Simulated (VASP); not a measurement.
# AlN (nc): single point with PBEsol

AlN (nc):

```xyz
4
Lattice="3.0341 0.0000 0.0000 -1.5171 2.6276 0.0000 0.0000 0.0000 4.8195" Properties=species:S:1:pos:R:3 pbc="T T T"
Al    0.0000    1.7517   -0.0102
Al    1.5171    0.8759    2.3996
N     0.0000    1.7517    1.8416
N     1.5171    0.8759    4.2514
```

```json
{
 "Program": "VASP 6.6.1",
 "Task": "single point",
 "Functional": "PBEsol",
 "Potentials or basis": "VASP PAW PBE potentials, release 64 (Al, N)",
 "Cutoff": "520 eV",
 "k mesh": "9 × 9 × 6",
 "Occupations": "gaussian, width 0.02 eV",
 "Spin": "no spin polarisation",
 "Dipole correction": "no",
 "Further INCAR settings": "ALGO = Fast; EDIFF = 1e-06; NBANDS = 16"
}
```

| Property | Result |
| --- | --- |
| Pressure | 20.3 GPa |
| Band gap on the k mesh | 4.82 eV, direct |

Forces on the atoms (eV/Å):
```
Al   0.000  0.000 -0.003
Al   0.000  0.000 -0.003
N    0.000  0.000  0.003
N    0.000  0.000  0.003
```

Levels at points of the mesh, in eV from the valence-band top:
| k point | band 5 | band 6 | band 7 | band 8 | band 9 | band 10 | band 11 | band 12 |
| --- | --- | --- | --- | --- | --- | --- | --- | --- |
| (0.00, 0.00, 0.00) | -1.03 | -0.33 | -0.33 | 0.00 | 4.82 | 7.17 | 11.19 | 11.49 |
| (0.00, 0.00, 0.50) | -0.69 | -0.69 | -0.69 | -0.69 | 7.03 | 7.03 | 10.88 | 10.88 |

Run time: 17 s on 1 thread of AMD EPYC 9R45 (Zen 5), on a shared host, peak memory 0.12 GiB.

The gap isn't set beside the measured one, since this odd mesh misses points on the zone boundary.

Caveat: so large a pressure means that the cell lies far from this level's equilibrium, or that cutoff or potentials fall short; the potentials were made for another functional, which shifts forces and pressure; an odd mesh through Γ misses points on the zone boundary, where band edges often lie.
